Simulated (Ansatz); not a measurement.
Reactions of BH5OSSi (`[SiH3]OBS`).

Calculated with Ansatz (gas phase, PBE0-D4/def2-TZVP geometries, no zero-point term in ΔE). CCSD(T)/CBS adds triple-zeta CCSD(T) − MP2 to the extrapolated MP2 energy (def2 sets, frozen cores). This one scheme is used for every species. No spin–orbit coupling; open shells (•) take unrestricted orbitals. One conformer a species, not always the lowest.

Task: Order these by ΔE at CCSD(T)/CBS, lowest first. (An estimate is asked.)
A. `[SiH3]OBS` + `CC` → `CCBO[SiH3]` + H₂S
B. `[SiH3]OBS` + `OB1N[SiH2]1` → `[SiH3]OB1N[SiH2]1` + `OBS`
C. `[SiH3]OBS` + H₂ → `BS` + `O[SiH3]`
D. `[SiH3]OBS` + `N=CCF` → `FC/C=N\[SiH3]` + `OBS`
E. `[SiH3]OBS` + `F[C](F)F`• → `[SiH3]O[B]S`• + `FC(F)F`
F. `[SiH3]OBS` + `[OH]`• → `[SiH3]O[B]S`• + H₂O

Result: F (-78.6 kJ/mol), E (-27.9 kJ/mol), B (-13.4 kJ/mol), D (+60.0 kJ/mol), A (+74.1 kJ/mol), C (+97.3 kJ/mol).

Largest T1 diagnostic: 0.016, for `[SiH3]O[B]S`•.
